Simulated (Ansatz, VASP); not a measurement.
## One calculation of Si, two programs

INCAR

```
SYSTEM = Si
ALGO     = Normal         ! electronic algorithm
EDIFF    = 1E-6           ! SCF threshold, eV
EDIFFG   = -0.01          ! ionic threshold
ENCUT    = 600            ! plane-wave cutoff, eV
GGA      = PS             ! functional
IBRION   = 2              ! ionic algorithm
ISIF     = 3              ! what is computed and relaxed
ISMEAR   = 0              ! smearing method
LASPH    = .TRUE.         ! aspherical terms in the spheres
LCHARG   = .FALSE.        ! write CHGCAR
LREAL    = .FALSE.        ! projectors in reciprocal space
LWAVE    = .FALSE.        ! write WAVECAR
NELM     = 100            ! most SCF steps
NSW      = 80             ! ionic steps
PREC     = Accurate       ! precision mode
SIGMA    = 0.05           ! smearing width, eV
```

KPOINTS

```
k-points
0
G
  20 20 10
  0 0 0
```

Contents of POSCAR:

```
Si
1.0
    2.6655775094      0.0000000000      0.0000000000
   -1.3327887547      2.3084578389      0.0000000000
    0.0000000000      0.0000000000      4.5062692700
Si
2
Direct
    0.3333333300      0.6666666700      0.2500000000
    0.6666666700      0.3333333300      0.7500000000
```

Input for Ansatz:

```yaml
crystal:
  lattice:
    - [2.6655775094, 0.0, 0.0]
    - [-1.3327887547, 2.3084578389, 0.0]
    - [0.0, 0.0, 4.50626927]
  atoms:
    - { symbol: Si, position: [0.33333333, 0.66666667, 0.25] }
    - { symbol: Si, position: [0.66666667, 0.33333333, 0.75] }
basis:
  ecutwfc: 420
  ecutrho_ratio: 4
kpoints:
  mp_grid: { grid: [20, 20, 10] }
hamiltonian:
  xc: pbesol
scf:
  occupations: { method: gaussian, width: 0.05 }
output:
  forces: true
  stress: true
  eigenvalues: true
relax:
  f_tol: 0.01
  max_steps: 60
  cell: { stress_tol: 0.04 }
```

This isn't the form of Si at room conditions, which is diamond.

Alike in both runs: task relaxation of cell and atoms; functional PBEsol; k mesh 20 × 20 × 10; occupations gaussian, width 0.05 eV; no spin polarisation.

```csv
,VASP,Ansatz
version,VASP 6.6.1,Ansatz 0.2.0
potentials or method,"VASP PAW PBE potentials, release 64 (Si)","scalar-relativistic, plane waves, PAW"
plane-wave cutoff (eV),600,420
valence electrons in the cell,8,8
```

```csv
,VASP,Ansatz,Ansatz less VASP
"gap on the k mesh at the Fermi level, each at its own relaxed structure (eV)",none,none,-
relaxed volume (Å³/atom),13.97,13.95,-0.024
relaxed cell length with the largest relative difference (Å),4.543,4.539,-0.0037
```

A gap of «none» marks a metal or a gap that the smearing closes.

Caveats: the PAW data sets were made with another functional, which shifts forces and pressure a little (VASP).
